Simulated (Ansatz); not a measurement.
## Band structure of ZnS

```xyz
4
Lattice="3.8110 0.0000 0.0000 -1.9055 3.3004 0.0000 0.0000 0.0000 6.2340" Properties=species:S:1:pos:R:3 pbc="T T T"
Zn    0.0000    2.2003    0.0000
Zn    1.9055    1.1001    3.1170
S     0.0000    2.2003    2.4001
S     1.9055    1.1001    5.5171
```

Atoms are numbered in the order listed.

The cell is COD entry 9008878, as deposited and not checked against the literature; nothing was relaxed. It differs from other determinations.

All numbers below come from DFT, PBEsol, all-electron LAPW, scalar-relativistic (Ansatz 0.2.0).

Sampling and basis: a Γ-centred 8×8×5 k mesh, Fermi–Dirac smearing of 0.03 eV, basis error target 1 meV/atom, no spin polarisation.

Points in fractions of the reciprocal vectors of this cell: Γ (0, 0, 0), M (0.5, 0, 0), K (0.333, 0.333, 0), A (0, 0, 0.5), L (0.5, 0, 0.5), H (0.333, 0.333, 0.5). The path joins them by straight lines in the order Γ–M–K–Γ–A–L–H–A–L; legs that retrace an earlier one aren't tabulated. Energies are in eV from the top of the valence band.

(1) Is there a gap, and where are the band edges?

(2) List the levels between -20 and 6.5 eV at the symmetry points.

## Answers

(1) 2.11 eV, direct at Γ.

(2) 
Γ: -13.21, -12.27, -6.41 (×2), -6.34 (×2), -6.33, -5.93 (×2), -5.84 (×2), -5.69, -5.23, -0.87 (×2), -0.01 (×2), 0.00, 2.11, 2.88, 6.18 (×2), 6.49
M: -12.25, -11.92, -6.37, -6.27, -6.16, -6.10, -6.07, -6.01, -5.87, -5.81, -5.75, -5.73, -4.87, -4.26, -3.20, -2.28, -1.59, -0.99, 3.48, 4.16, 5.04
K: -12.00 (×2), -6.34, -6.15 (×2), -6.06, -5.95 (×2), -5.93, -5.90, -5.66 (×2), -4.40 (×2), -3.93, -2.25 (×3), 4.30, 5.86 (×2)
A: -12.78 (×2), -6.38 (×4), -6.31 (×2), -5.88 (×4), -2.80 (×2), -0.46 (×4), 3.40 (×2)
L: -12.08 (×2), -6.38 (×2), -6.18 (×2), -6.04 (×2), -5.85 (×2), -5.68 (×2), -4.95 (×2), -1.68 (×2), -1.55 (×2), 3.48 (×2), 5.02 (×2)
H: -11.99 (×2), -6.22 (×2), -6.21 (×2), -6.02 (×2), -5.94 (×2), -5.55 (×2), -4.82 (×2), -3.16 (×2), -1.27 (×2), 4.42 (×2), 6.32 (×2)
